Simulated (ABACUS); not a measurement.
Runs of ABACUS 3.10.1 on Pb. Symmetry: Fm-3m, No. 225, cubic system. Conventional cell: a = 4.950 Å, b = 4.950 Å, c = 4.950 Å, α = 90.00°, β = 90.00°, γ = 90.00°. Around Pb (site symmetry m-3m) lie 12 Pb at 3.50 Å. 

```tsv
task	level	potentials or basis	spin	cell	k mesh	cutoff (eV)	orbital files	optimiser	force threshold	max steps	cell moves	gap on the mesh (eV)	pressure (GPa)	relaxed volume (Å³/atom)
relaxation of cell and atoms	SCAN	SG15 ONCV 1.2 PBE, DZP LCAO (the cutoffs set its grid)	off	relaxed	7 × 7 × 7	1361	Pb Pb_confined-atom_8au_2s2p2d.orb	ASE FIRE	0.03 eV/Å	60	yes	none	-0.1	31.51
single point	SCAN	SG15 ONCV 1.2 PBE, DZP LCAO (the cutoffs set its grid)	off	as given	7 × 7 × 7	1361	Pb Pb_confined-atom_8au_2s2p2d.orb	-	-	-	-	none	1.9	-
relaxation of cell and atoms	PBE	Ansatz NC PBE, plane waves	off	relaxed	7 × 7 × 7	857	-	cg	0.01 eV/Å	-	-	none	0.0	(a)
single point	BLYP	SPMS ONCV 1.0 PBE, plane waves	off	as given	7 × 7 × 7	857	-	-	-	-	-	none	5.8	-
single point	PBE	Ansatz NC PBE, plane waves	off	as given	7 × 7 × 7	857	-	-	-	-	-	none	(b)	-
```

Alike in all rows: smearing fermi-dirac 0.05 eV.

Task: Estimate the missing entries.

Result: (a) 32.30; (b) 3.0.

Caveats: the potentials were made for another functional, which shifts forces and pressure (some runs); the atomic orbitals were generated for these runs and aren't a published set (some runs); the basis of atomic orbitals isn't converged, which shifts pressures, moduli and gaps (some runs).

A k mesh can miss the band edges, and the runs leave out spin-orbit coupling on Pb.

A gap of «none» marks a metal or a gap under the smearing width.
